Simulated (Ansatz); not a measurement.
**SrO in Ansatz: the effect of functional**

The system is SrO.

```xyz
4
Lattice="3.5294 0.0000 0.0000 -1.7647 3.0566 0.0000 0.0000 0.0000 6.1756" Properties=species:S:1:pos:R:3 pbc="T T T"
Sr    1.7647    1.0189    4.6317
Sr    0.0000    2.0377    1.5439
O     0.0000    0.0000    3.0878
O     0.0000    0.0000    0.0000
```

Measurements of this composition are mostly on another form, of space group No. 225.

The cell isn't the ideal one: volume scaled by 0.98.

Alike in all runs:

- Program: Ansatz 0.2.0
- Task: single point
- Potentials or basis: Ansatz PAW
- k mesh: 9 × 9 × 5
- Occupations: fermi-dirac, width 0.05 eV
- Spin: no spin polarisation

Task: One run gave: gap on the mesh 3.03 eV; pressure -0.7 GPa. Which functional did it use?
A. PBEsol
B. r2SCAN
C. LDA

Result: A.

| functional | cutoff | gap on the mesh (eV) | pressure (GPa) |
| --- | --- | --- | --- |
| LDA | 420 eV (not typed: the program's choice for these potentials) | 2.97 | -4.0 |
| PBEsol | 420 eV (not typed: the program's choice for these potentials) | 3.03 | -0.7 |
| r2SCAN | 500 eV (not typed: the program's choice for these potentials) | 3.57 | 1.4 |

Caveats: odd divisions of the mesh miss points on the zone boundary, where band edges often lie, so the gap on the mesh can be too wide; the PAW data sets come from PBE, with cores solved anew for the run's functional, which leaves a small shift of forces and pressure.

A k mesh can miss the band edges.

Runs at the PBE level aren't shown here.
